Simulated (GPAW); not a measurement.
Ga in GPAW: convergence with k mesh

The system is Ga.

```
Ga
1.0
     2.71648    0.00000    0.00000
     0.00000    2.71648    0.00000
     0.00000    0.00000    2.71648
Ga
1
Direct
  0.00000 0.00000 0.00000
```

The cell was built by a generator and needn't be a form met in nature.

```yaml
Program: GPAW 26.7.0
Task: Fermi surface
Functional: MS2
Potentials_or_basis: GPAW PAW data sets (gpaw-data 1.2.1)
Cutoff: 450 eV
Basis: pw
k_mesh: 3 × 3 × 3
Occupations: fermi-dirac, width 0.05 eV
Spin: no spin polarisation
```

These are the settings of the first run; the series varies k mesh, with any setting tied to it.

Hardware: 1 thread of AMD EPYC 7R13 Processor (Zen 3) (shared host).

```
      k mesh  energy less the tightest run, at zero smearing (meV/atom)  pressure (GPa)  SCF cycles  CPU time (s)  peak memory (GiB)
   3 × 3 × 3                                                     668.18           -2.43           9           4.8               0.16
   4 × 4 × 4                                                    -218.91           -0.59           9           4.5               0.16
   5 × 5 × 5                                                     -31.18           -3.74          10           5.2               0.16
   6 × 6 × 6                                                      74.76           -2.67           9           7.2               0.16
   7 × 7 × 7                                                      -2.47           -4.45          10            11               0.17
   9 × 9 × 9                                                      12.80           -3.39          10            14               0.18
11 × 11 × 11                                                       0.00           -3.12          10            20               0.19
```

Not settled before the last step: the energy (to 1 meV/atom), the pressure (to 0.1 GPa). Meshes of other sizes hit other points, so gaps and Fermi surfaces needn't settle smoothly. The tightest run that finished is the yardstick and may itself not be fully converged.

Caveat, for the tightest run too: the cutoff is short for stress and forces, so pressures can be off by a GPa or more; the PAW data sets were made with another functional, which shifts forces and pressure a little.
